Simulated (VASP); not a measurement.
# AgCl in VASP: one cell, several levels of theory

What does VASP give for AgCl built on the zincblende prototype, under -5.9 % biaxial strain in x and y, free along z, the cell held fixed? Runs: PBE, r2SCAN. This is a trial cell built on a prototype, not taken from a measured structure, and it needn't be the compound's ground state.

Program: VASP 6.6.1. PAW datasets, plane waves. Simulation only: spin-unpolarised, and no claim that this is the phase found in nature.

## Step 1: The structure to begin with

The cell comes from an earlier relaxation with r2SCAN in another program, then strained, with the atoms relaxed again.

It is tetragonal, I-4m2 (No. 119); a = 3.985 Å, c = 6.621 Å in the conventional setting, 26.29 Å³ an atom. Around Ag lie 4 Cl at 2.59 Å; around Cl lie 4 Ag at 2.59 Å.

Structure file:

Space group I-4m2 (No. 119). a = 3.985 Å, b = 3.985 Å, c = 6.621 Å, α = 90.00°, β = 90.00°, γ = 90.00°
| atom | site | symmetry | x | y | z |
| --- | --- | --- | --- | --- | --- |
| Ag | 2a | -4m2 | 0.0000 | 0.0000 | 0.0000 |
| Cl | 2d | -4m2 | 0.5000 | 0.0000 | 0.2500 |

## Step 2: PBE

INCAR

```
ENCUT = 520.000000
SIGMA = 0.020000
EDIFF = 1.00e-07
GGA = PE
PREC = Accurate
IBRION = -1
ISIF = 2
ISMEAR = -1
NBANDS = 16
NELM = 120
NSW = 0
LASPH = .TRUE.
LCHARG = .FALSE.
LWAVE = .FALSE.
LREAL = .FALSE.
```

KPOINTS

```
KPOINTS created by Atomic Simulation Environment
0
Gamma
8 8 8
0 0 0
```

KPOINTS_OPT

```
special points
6
Reciprocal
0.0000000000 0.0000000000 0.0000000000 1
-0.5000000000 -0.5000000000 0.0000000000 1
-0.3750000000 -0.3750000000 0.2500000000 1
-0.3750000000 0.0000000000 0.3750000000 1
0.0000000000 0.0000000000 0.5000000000 1
-0.5000000000 -0.2500000000 0.2500000000 1
```

POSCAR

```
Ag Cl
 1.0000000000000000
     0.0000000000000000    2.8178419630999998    3.3106949721999999
     2.8178419630999998    0.0000000000000000    3.3106949721999999
     2.8178419630999998    2.8178419630999998    0.0000000000000000
 Ag  Cl
   1   1
Cartesian
  0.0000000000000000  0.0000000000000000  0.0000000000000000
  1.4089209815499999  1.4089209815499999  1.6553474860999999
```

The run uses the recommended PBE PAW datasets (18 valence electrons a neutral cell).

On the command line:

```sh
$ mpirun -np 1 vasp_std
```

Standard output, without the iteration lines:

```text
POSCAR found type information on POSCAR AgCl
 POSCAR found :  2 types and       2 ions
 LDA part: xc-table for (Slater+PW92), standard interpolation
 POSCAR, INCAR and KPOINTS ok, starting setup
 FFT: planning ... GRIDC
 FFT: planning ... GRID_SOFT
 FFT: planning ... GRID
 WAVECAR not read
 entering main loop
 Start KPOINTS_OPT (optional k-point list driver)
k-point batch [1-6\6]
```

OSZICAR:

```text
N       E                     dE             d eps       ncg     rms          rms(c)
DAV:   1     0.986695208480E+02    0.98670E+02   -0.83745E+03  1944   0.981E+02
DAV:   2    -0.157554091266E+01   -0.10025E+03   -0.92894E+02  2344   0.214E+02
DAV:   3    -0.559132169059E+01   -0.40158E+01   -0.40053E+01  2400   0.450E+01
DAV:   4    -0.562455191954E+01   -0.33230E-01   -0.33227E-01  2496   0.441E+00
DAV:   5    -0.562510401946E+01   -0.55210E-03   -0.55209E-03  2384   0.562E-01    0.577E+00
DAV:   6    -0.543559659796E+01    0.18951E+00   -0.28128E-01  2400   0.682E+00    0.399E+00
DAV:   7    -0.543202725312E+01    0.35693E-02   -0.10721E-01  2208   0.215E+00    0.202E+00
DAV:   8    -0.543167114378E+01    0.35611E-03   -0.58171E-03  2240   0.780E-01    0.282E-01
DAV:   9    -0.543185895916E+01   -0.18782E-03   -0.72417E-04  2368   0.353E-01    0.429E-02
DAV:  10    -0.543202926453E+01   -0.17031E-03   -0.22097E-04  2232   0.109E-01    0.380E-02
DAV:  11    -0.543203809844E+01   -0.88339E-05   -0.93988E-06  2560   0.214E-02    0.387E-03
DAV:  12    -0.543203877902E+01   -0.68058E-06   -0.77382E-07  2192   0.633E-03    0.133E-03
DAV:  13    -0.543203882384E+01   -0.44825E-07   -0.17571E-07  2392   0.352E-03
   1 F= -.54320388E+01 E0= -.54320388E+01  d E =-.131691E-10
       N       E                     dE             ncg
DAV:   1     0.192302272048E+04   -0.23853E+04      200
DAV:   2     0.133885465288E+04   -0.58417E+03      240
DAV:   3     0.131632086562E+04   -0.22534E+02      232
DAV:   4     0.131613428417E+04   -0.18658E+00      256
DAV:   5     0.131613114006E+04   -0.31441E-02      240
DAV:   6     0.131613107124E+04   -0.68824E-04      256
DAV:   7     0.131613106953E+04   -0.17025E-05      264
DAV:   8     0.131613106949E+04   -0.40057E-07      224
```

The lines after F= are the extra pass for the points of KPOINTS_OPT, at fixed density; their E is not a total energy.

From OUTCAR:

```text
k-points           NKPTS =     59   k-points in BZ     NKDIM =     59   number of bands    NBANDS=     16

   NELECT =      18.0000    total number of electrons

   dimension x,y,z NGX =    32 NGY =   32 NGZ =   30
   dimension x,y,z NGXF=    64 NGYF=   64 NGZF=   60

  energy-cutoff  :      520.00
  volume of cell :       52.58
      direct lattice vectors                 reciprocal lattice vectors
     0.000000000  2.817841963  3.310694972    -0.177440753  0.177440753  0.151025692
     2.817841963  0.000000000  3.310694972     0.177440753 -0.177440753  0.151025692
     2.817841963  2.817841963  0.000000000     0.177440753  0.177440753 -0.151025692

 k-points in reciprocal lattice and weights: KPOINTS created by Atomic Simulation Env
   0.00000000  0.00000000  0.00000000       0.002
   0.12500000  0.00000000  0.00000000       0.016
   0.25000000  0.00000000  0.00000000       0.016
   0.37500000  0.00000000  0.00000000       0.016
   0.50000000  0.00000000  0.00000000       0.008
   0.12500000  0.12500000  0.00000000       0.004
   0.25000000  0.12500000  0.00000000       0.016
   0.37500000  0.12500000  0.00000000       0.016
[... 51 more k-points ...]

 E-fermi :   2.3427

 k-point     1 :       0.0000    0.0000    0.0000
  band No.  band energies     occupation
      1     -12.9736      2.00000
      2      -2.2983      2.00000
      3      -2.0966      2.00000
      4      -2.0966      2.00000
      5      -0.3377      2.00000
      6      -0.1561      2.00000
      7       1.6503      2.00000
      8       1.9547      2.00000
      9       1.9547      2.00000
     10       3.1370      0.00000
     11      10.0240      0.00000
     12      10.2344      0.00000
     13      10.2344      0.00000
     14      13.0842      0.00000
     15      14.8574      0.00000
     16      15.1310      0.00000

 k-point     2 :       0.1250    0.0000    0.0000
  band No.  band energies     occupation
      1     -12.9449      2.00000
      2      -2.3174      2.00000
      3      -2.1175      2.00000
      4      -2.0547      2.00000
      5      -0.3262      2.00000
      6      -0.1718      2.00000
      7       1.3639      2.00000
      8       1.7779      2.00000
      9       1.8752      2.00000
     10       3.6675      0.00000
     11       9.5740      0.00000
     12      10.2098      0.00000
     13      10.4357      0.00000
     14      12.9169      0.00000
     15      14.7999      0.00000
     16      15.2789      0.00000

 k-point     3 :       0.2500    0.0000    0.0000
  band No.  band energies     occupation
      1     -12.8749      2.00000
      2      -2.3714      2.00000
      3      -2.1252      2.00000
      4      -1.9516      2.00000
      5      -0.2752      2.00000
      6      -0.1991      2.00000
      7       0.7137      2.00000
      8       1.5989      2.00000
      9       1.6768      2.00000
     10       4.6124      0.00000
     11       8.7329      0.00000
     12      10.3356      0.00000
     13      10.8572      0.00000
     14      13.0729      0.00000
     15      14.1921      0.00000
     16      14.9933      0.00000

 k-point     4 :       0.3750    0.0000    0.0000
  band No.  band energies     occupation
      1     -12.8038      2.00000
      2      -2.3720      2.00000
      3      -2.1367      2.00000
      4      -1.8471      2.00000
      5      -0.2051      2.00000
      6      -0.1913      2.00000
      7       0.1531      2.00000
      8       1.3915      2.00000
      9       1.4628      2.00000
     10       5.3596      0.00000
     11       8.4658      0.00000
     12      10.2146      0.00000
     13      11.0780      0.00000
     14      13.5387      0.00000
     15      14.5032      0.00000
     16      15.0190      0.00000

 k-point     5 :       0.5000    0.0000    0.0000
  band No.  band energies     occupation
      1     -12.7740      2.00000
      2      -2.3318      2.00000
      3      -2.1656      2.00000
      4      -1.8039      2.00000
      5      -0.2001      2.00000
      6      -0.1983      2.00000
      7      -0.0117      2.00000
      8       1.2844      2.00000
      9       1.3669      2.00000
     10       5.5862      0.00000
     11       8.6031      0.00000
     12      10.0537      0.00000
     13      11.0894      0.00000
     14      13.6820      0.00000
     15      15.1366      0.00000
     16      15.2459      0.00000

[... the tables of k-points 6 to 59 left out ...]

  Total        0.4590857      0.4590857      0.3236011      0.0000000      0.0000000      0.0000000
  in kB       13.9901362     13.9901362      9.8613914      0.0000000      0.0000000      0.0000000
  external PRESSURE =      12.6138879 kB  Pullay stress =       0.0000000 kB

 POSITION                                       TOTAL-FORCE (eV/Angst)
 -----------------------------------------------------------------------------------
      0.00000      0.00000      0.00000        -0.000000     -0.000000     -0.000000
      1.40892      1.40892      1.65535         0.000000      0.000000      0.000000
 -----------------------------------------------------------------------------------
    total drift:                               -0.000002     -0.000002      0.000003

  FREE ENERGIE OF THE ION-ELECTRON SYSTEM (eV)
  ---------------------------------------------------
  free  energy   TOTEN  =        -5.4320388238 eV

  energy  without entropy=       -5.4320388238  energy(sigma->0) =       -5.43203882
```

Run time: 16 s. Hardware: 1 MPI rank of Intel Xeon 6975P-C, shared host; peak memory 0.23 GiB.

The levels at the points of KPOINTS_OPT are read from vasprun.xml.

Band energies at the special points (eV, zero at the top of v, the last band that the electrons fill by count):

```tsv
point	v−1	v	c	c+1
Γ	0.00	0.00	1.18	8.07
X	-1.43	-1.43	4.98	5.54
U	-1.49	-1.10	5.39	5.95
K	-1.49	-0.98	5.10	5.70
L	-0.67	-0.59	3.63	6.65
W	-1.83	-0.98	5.45	6.27
```

Gap with PBE: 1.18 eV, direct (Γ). Pressure: 1.26 GPa; the forces vanish within 0.01 eV/Å.

## Step 3: r2SCAN at this geometry

INCAR

```
ENCUT = 520.000000
SIGMA = 0.010000
EDIFF = 1.00e-07
ALGO = Normal
METAGGA = R2SCAN
PREC = Accurate
IBRION = -1
ISIF = 2
ISMEAR = 0
NBANDS = 16
NELM = 120
NSW = 0
LASPH = .TRUE.
LCHARG = .FALSE.
LWAVE = .FALSE.
LREAL = .FALSE.
```

KPOINTS is that of step 2.

KPOINTS_OPT is that of step 2.

POSCAR is that of step 2.

On the command line:

```sh
$ mpirun -np 1 vasp_std
```

Printed to the terminal (iteration lines stand in OSZICAR):

```text
POSCAR found type information on POSCAR AgCl
 POSCAR found :  2 types and       2 ions
 -----------------------------------------------------------------------------
|                                                                             |
|                                                                             |
|     You enforced a specific xc type in the INCAR file but a different       |
|     I HOPE YOU KNOW WHAT YOU ARE DOING!                                     |
|                                                                             |
 -----------------------------------------------------------------------------

 LDA part: xc-table for (None), standard interpolation
 POSCAR, INCAR and KPOINTS ok, starting setup
 FFT: planning ... GRIDC
 FFT: planning ... GRID_SOFT
 FFT: planning ... GRID
 WAVECAR not read
 entering main loop
 Start KPOINTS_OPT (optional k-point list driver)
k-point batch [1-6\6]
```

OSZICAR:

```text
N       E                     dE             d eps       ncg     rms          rms(c)
DAV:   1     0.731468755019E+02    0.73147E+02   -0.84217E+03  1912   0.999E+02
DAV:   2    -0.295664893329E+02   -0.10271E+03   -0.95009E+02  2320   0.218E+02
DAV:   3    -0.337164651481E+02   -0.41500E+01   -0.41388E+01  2408   0.463E+01
DAV:   4    -0.337499032683E+02   -0.33438E-01   -0.33435E-01  2448   0.443E+00
DAV:   5    -0.337504885230E+02   -0.58525E-03   -0.58525E-03  2416   0.593E-01    0.584E+00
DAV:   6    -0.286166513078E+02    0.51338E+01   -0.36397E+00  1912   0.207E+01    0.644E+00
DAV:   7    -0.285549101266E+02    0.61741E-01   -0.17193E-01  2360   0.411E+00    0.432E+00
DAV:   8    -0.285398592117E+02    0.15051E-01   -0.12881E-01  2120   0.408E+00    0.712E-01
DAV:   9    -0.285409997786E+02   -0.11406E-02   -0.56407E-03  2536   0.799E-01    0.345E-01
DAV:  10    -0.285405246560E+02    0.47512E-03   -0.15133E-03  2160   0.420E-01    0.133E-01
DAV:  11    -0.285405595916E+02   -0.34936E-04   -0.81486E-04  2336   0.246E-01    0.486E-02
DAV:  12    -0.285405630858E+02   -0.34942E-05   -0.22403E-05  2568   0.617E-02    0.297E-02
DAV:  13    -0.285405601167E+02    0.29691E-05   -0.28375E-05  2224   0.468E-02    0.484E-03
DAV:  14    -0.285405597946E+02    0.32204E-06   -0.51856E-07  2344   0.794E-03    0.233E-03
DAV:  15    -0.285405595251E+02    0.26956E-06   -0.21553E-07  2120   0.428E-03    0.582E-04
DAV:  16    -0.285405595464E+02   -0.21333E-07   -0.11376E-08  1184   0.123E-03
   1 F= -.28540560E+02 E0= -.28540560E+02  d E =-.132485E-20
       N       E                     dE             ncg
DAV:   1     0.191929388499E+04   -0.23890E+04      192
DAV:   2     0.129603574716E+04   -0.62326E+03      232
DAV:   3     0.127280760351E+04   -0.23228E+02      240
DAV:   4     0.127261637267E+04   -0.19123E+00      232
DAV:   5     0.127261281092E+04   -0.35618E-02      256
DAV:   6     0.127261272255E+04   -0.88367E-04      224
DAV:   7     0.127261272000E+04   -0.25533E-05      264
DAV:   8     0.127261271992E+04   -0.76724E-07      240
```

Parts of OUTCAR:

```text
k-points           NKPTS =     59   k-points in BZ     NKDIM =     59   number of bands    NBANDS=     16

   NELECT =      18.0000    total number of electrons

   dimension x,y,z NGX =    32 NGY =   32 NGZ =   30
   dimension x,y,z NGXF=    64 NGYF=   64 NGZF=   60

  energy-cutoff  :      520.00
  volume of cell :       52.58
      direct lattice vectors                 reciprocal lattice vectors
     0.000000000  2.817841963  3.310694972    -0.177440753  0.177440753  0.151025692
     2.817841963  0.000000000  3.310694972     0.177440753 -0.177440753  0.151025692
     2.817841963  2.817841963  0.000000000     0.177440753  0.177440753 -0.151025692

 k-points in reciprocal lattice and weights: KPOINTS created by Atomic Simulation Env
   0.00000000  0.00000000  0.00000000       0.002
   0.12500000  0.00000000  0.00000000       0.016
   0.25000000  0.00000000  0.00000000       0.016
   0.37500000  0.00000000  0.00000000       0.016
   0.50000000  0.00000000  0.00000000       0.008
   0.12500000  0.12500000  0.00000000       0.004
   0.25000000  0.12500000  0.00000000       0.016
   0.37500000  0.12500000  0.00000000       0.016
[... 51 more k-points ...]

 E-fermi :   1.7254

 k-point     1 :       0.0000    0.0000    0.0000
  band No.  band energies     occupation
      1     -13.9311      2.00000
      2      -2.7105      2.00000
      3      -2.5062      2.00000
      4      -2.5062      2.00000
      5      -0.6223      2.00000
      6      -0.4511      2.00000
      7       1.3559      2.00000
      8       1.6643      2.00000
      9       1.6643      2.00000
     10       3.2076      0.00000
     11      10.3225      0.00000
     12      10.5268      0.00000
     13      10.5268      0.00000
     14      13.2476      0.00000
     15      14.9355      0.00000
     16      15.1616      0.00000

 k-point     2 :       0.1250    0.0000    0.0000
  band No.  band energies     occupation
      1     -13.9027      2.00000
      2      -2.7286      2.00000
      3      -2.5252      2.00000
      4      -2.4628      2.00000
      5      -0.6109      2.00000
      6      -0.4666      2.00000
      7       1.0868      2.00000
      8       1.4936      2.00000
      9       1.5836      2.00000
     10       3.7217      0.00000
     11       9.8038      0.00000
     12      10.5007      0.00000
     13      10.7377      0.00000
     14      13.0442      0.00000
     15      15.0397      0.00000
     16      15.3919      0.00000

 k-point     3 :       0.2500    0.0000    0.0000
  band No.  band energies     occupation
      1     -13.8335      2.00000
      2      -2.7781      2.00000
      3      -2.5318      2.00000
      4      -2.3562      2.00000
      5      -0.5605      2.00000
      6      -0.4934      2.00000
      7       0.4361      2.00000
      8       1.3086      2.00000
      9       1.3820      2.00000
     10       4.6995      0.00000
     11       8.8666      0.00000
     12      10.6037      0.00000
     13      11.1693      0.00000
     14      13.1999      0.00000
     15      14.3968      0.00000
     16      15.0803      0.00000

 k-point     4 :       0.3750    0.0000    0.0000
  band No.  band energies     occupation
      1     -13.7632      2.00000
      2      -2.7731      2.00000
      3      -2.5446      2.00000
      4      -2.2477      2.00000
      5      -0.4986      2.00000
      6      -0.4771      2.00000
      7      -0.1355      2.00000
      8       1.0987      2.00000
      9       1.1641      2.00000
     10       5.5010      0.00000
     11       8.5261      0.00000
     12      10.4410      0.00000
     13      11.3584      0.00000
     14      13.5959      0.00000
     15      14.7687      0.00000
     16      15.2612      0.00000

 k-point     5 :       0.5000    0.0000    0.0000
  band No.  band energies     occupation
      1     -13.7338      2.00000
      2      -2.7278      2.00000
      3      -2.5770      2.00000
      4      -2.2027      2.00000
      5      -0.4913      2.00000
      6      -0.4887      2.00000
      7      -0.3021      2.00000
      8       0.9907      2.00000
      9       1.0662      2.00000
     10       5.7480      0.00000
     11       8.6358      0.00000
     12      10.2654      0.00000
     13      11.3463      0.00000
     14      13.7054      0.00000
     15      15.4808      0.00000
     16      15.5834      0.00000

[... the tables of k-points 6 to 59 left out ...]

  Total        0.0461870      0.0461870     -0.0264076      0.0000000      0.0000000      0.0000000
  in kB        1.4074970      1.4074970     -0.8047421      0.0000000      0.0000000      0.0000000
  external PRESSURE =       0.6700840 kB  Pullay stress =       0.0000000 kB

 POSITION                                       TOTAL-FORCE (eV/Angst)
 -----------------------------------------------------------------------------------
      0.00000      0.00000      0.00000         0.000000      0.000000      0.000000
      1.40892      1.40892      1.65535        -0.000000     -0.000000      0.000000
 -----------------------------------------------------------------------------------
    total drift:                               -0.000019     -0.000019      0.000031

  FREE ENERGIE OF THE ION-ELECTRON SYSTEM (eV)
  ---------------------------------------------------
  free  energy   TOTEN  =       -28.5405595464 eV

  energy  without entropy=      -28.5405595464  energy(sigma->0) =      -28.54055955
```

Run time: 72 s. Hardware: 1 MPI rank of Intel Xeon 6975P-C, shared host; peak memory 0.22 GiB.

The levels at the points of KPOINTS_OPT are read from vasprun.xml.

Near the gap, in eV above the top of the last filled band v; c is the band after it:

```tsv
point	v−1	v	c	c+1
Γ	0.00	0.00	1.54	8.66
X	-1.45	-1.45	5.29	6.07
U	-1.48	-1.12	5.92	6.27
K	-1.49	-0.99	5.56	6.04
L	-0.67	-0.60	4.08	6.97
W	-1.83	-0.98	5.97	6.55
```

r2SCAN gives a direct gap of 1.54 eV at Γ. The pressure is 0.07 GPa; the forces vanish within 0.01 eV/Å.

## Step 4: What came out

| level | gap (eV) | pressure (GPa) |
| --- | --- | --- |
| PBE | 1.18 | 1.26 |
| r2SCAN | 1.54 | 0.07 |

The gap runs from 1.18 eV (PBE) to 1.54 eV (r2SCAN). At this one volume the pressure spans 0.1 GPa (r2SCAN) to 1.3 GPa (PBE): PBE wants the largest cell and r2SCAN the smallest.
